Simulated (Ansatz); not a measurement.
**How far is PAW off for N?**

```xyz
2
Lattice="3.6290 0.0000 0.0000 -1.8145 3.1428 0.0000 0.0000 0.0000 5.8900" Properties=species:S:1:pos:R:3 pbc="T T T"
N     0.0566    2.1518    1.4725
N     1.8145    1.0476    4.4175
```

Atoms are numbered in the order listed.

The cell comes from COD entry 1539196, which wasn't checked; take it as a given geometry. The listed cell was then made from it by scaling, straining or moving an atom.

Methods: DFT, PBE, PAW with Ansatz's default frozen-core files, scalar-relativistic (Ansatz 0.2.0); DFT, PBE, all-electron PAW with datasets made for the crystal, scalar-relativistic (Ansatz 0.2.0); DFT, PBE, all-electron LAPW, scalar-relativistic (Ansatz 0.2.0).

For PAW: a Γ-centred 10×10×5 k mesh, Fermi–Dirac smearing of 0.02 eV, cutoff 420 eV, no spin polarisation. The crystal-made all-electron datasets (AE datasets) take a cutoff of 160 eV at this cell. LAPW targets a basis error of 0.5 meV/atom. The Ansatz runs share mesh, smearing and spin set-up. Plane-wave (PAW) pressures include the program's estimate of the Pulay term.

Stress and pressure are positive in compression.

The change that made this cell: atom 1 (N) moved by (0.0566, 0.0566, 0.0000) Å.

```csv
quantity,PAW,AE datasets,LAPW
pressure (GPa),-7.21,-7.22,-7.22
stress xx (GPa),-7.10,-7.10,-7.10
stress yy (GPa),-7.30,-7.30,-7.30
stress zz (GPa),-7.23,-7.24,-7.24
stress xy (GPa),0.10,0.10,0.10
"force on N1, y (eV/Å)",0.032,0.032,0.032
```
